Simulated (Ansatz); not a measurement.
Computed with Ansatz, DFT PBE, scalar-relativistic, plane waves, PAW. Settings: cutoff 420 eV, Γ-centred meshes spaced at most about 0.3 Å⁻¹, and about 0.25 Å⁻¹ or finer for metals (2π included), Gaussian smearing. No spin polarisation in the final relaxations.

These are static total energies at zero pressure.

Compare these two cells of GaAs, each relaxed at this level.

A. Space group P6/mmm (No. 191), hexagonal, a = 2.860 Å, c = 5.417 Å. Ga has 2 As at 2.71 Å and 6 Ga at 2.86 Å; As has 2 Ga at 2.71 Å and 6 As at 2.86 Å.

B. Space group Pnma (No. 62), orthorhombic, a = 7.103 Å, b = 3.739 Å, c = 6.703 Å. Around Ga lie 3 As at 2.51–2.58 Å and 2 As at 2.76 Å; As is surrounded by 3 Ga at 2.51–2.58 Å and 2 Ga at 2.76 Å.

Question: Which form is favoured at zero pressure, and by what margin per atom?

Answer: B is lower, by 126 meV/atom. A has space group P6/mmm (No. 191), 19.2 Å³/atom and no gap on its mesh; B has space group Pnma (No. 62), 22.3 Å³/atom and no gap. Counting As atoms around Ga (those within 1.25 times the shortest such distance or 1.15 times the sum of covalent radii, 1.27 where that leaves under three), A has Ga 2 and B has Ga 5. The lower one is the more open, so pressure narrows the difference. Both come from invented guesses. A third cell relaxed alike, in F-43m (a cell as deposited in COD), lies 0.32 eV/atom below the lower of the two.

Cells relaxed within their symmetry can be saddle points.
